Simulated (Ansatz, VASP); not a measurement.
## Two plane-wave programs on MnO

The input INCAR:

```
ALGO     = Normal         # electronic algorithm
EDIFF    = 1E-6           # SCF threshold, eV
ENCUT    = 520            # plane-wave cutoff, eV
GGA      = PE             # functional
ISIF     = 2              # what is computed and relaxed
ISMEAR   = -1             # smearing method
ISPIN    = 2              # spin polarisation
LASPH    = T              # aspherical terms in the spheres
LCHARG   = F              # write CHGCAR
LMAXMIX  = 4              # l up to which the mixer works
LORBIT   = 11             # projections on sites
LREAL    = F              # projectors in reciprocal space
LWAVE    = F              # write WAVECAR
MAGMOM   = 4 0            # initial moments
NBANDS   = 20             # bands
NELM     = 150            # most SCF steps
PREC     = Accurate       # precision mode
SIGMA    = 0.05           # smearing width, eV
```

File KPOINTS:

```
k-points
0
Gamma
  10 10 10
```

Contents of POSCAR:

```
MnO
1.0
    2.6723886600      0.0000000000      0.0000000000
    0.0000000000      2.6723886600      0.0000000000
    0.0000000000      0.0000000000      2.6723886600
Mn O
1 1
Direct
    0.0000000000      0.0000000000      0.0000000000
    0.5000000000      0.5000000000      0.5000000000
```

The input input.yaml:

```yaml
crystal:
  lattice:
    - [2.67238866, 0.0, 0.0]
    - [0.0, 2.67238866, 0.0]
    - [0.0, 0.0, 2.67238866]
  atoms:
    - { symbol: Mn, position: [0.0, 0.0, 0.0], spin: 4.0 }
    - { symbol: O, position: [0.5, 0.5, 0.5] }
hamiltonian:
  xc: pbe
  pseudopotentials: { kind: paw }
magnetization:
  spin_polarized: true
kpoints:
  mp_grid: { grid: [10, 10, 10] }
scf:
  occupations: { method: fermi_dirac, width: 0.05 }
output:
  forces: true
  stress: true
  eigenvalues: true
```

Measurements of this composition are mostly on another form, of space group No. 225.

Alike in both runs: task single point; functional PBE; k mesh 10 × 10 × 10; occupations fermi-dirac, width 0.05 eV; collinear spin.

```csv
,VASP,Ansatz
version,VASP 6.6.1,Ansatz 0.2.0
potentials or method,"VASP PAW PBE potentials, release 64 (Mn_pv, O)",Ansatz PAW
plane-wave cutoff (eV),520,420
valence electrons in the cell,19,21
```

VASP gave:

- gap on the k mesh at the Fermi level (eV): none
- pressure (GPa): 5.9
- net moment per atom (μB): 2.09
- size of the moment on the site where the two differ most (μB): 3.90

Problem. Estimate Ansatz's values.

Solution. gap on the k mesh at the Fermi level (eV): none; pressure (GPa): 5.6; net moment per atom (μB): 2.09; size of the moment on the site where the two differ most (μB): 3.69.

Site moments also hang on the region over which each program counts them. A gap of «none» marks a metal or a gap that the smearing closes. The functional is the same, so the differences come from potentials, cutoffs and numerics. The two sets of potentials don't hold the same shells in valence.

Caveats: a cell with one magnetic atom can't hold antiferromagnetic order, which such compounds often take; semilocal functionals often make such compounds metallic where correlation or magnetic order opens a gap, which also shifts bond lengths; the pressure holds a Pulay correction of +0.7 GPa for the finite cutoff (Ansatz).
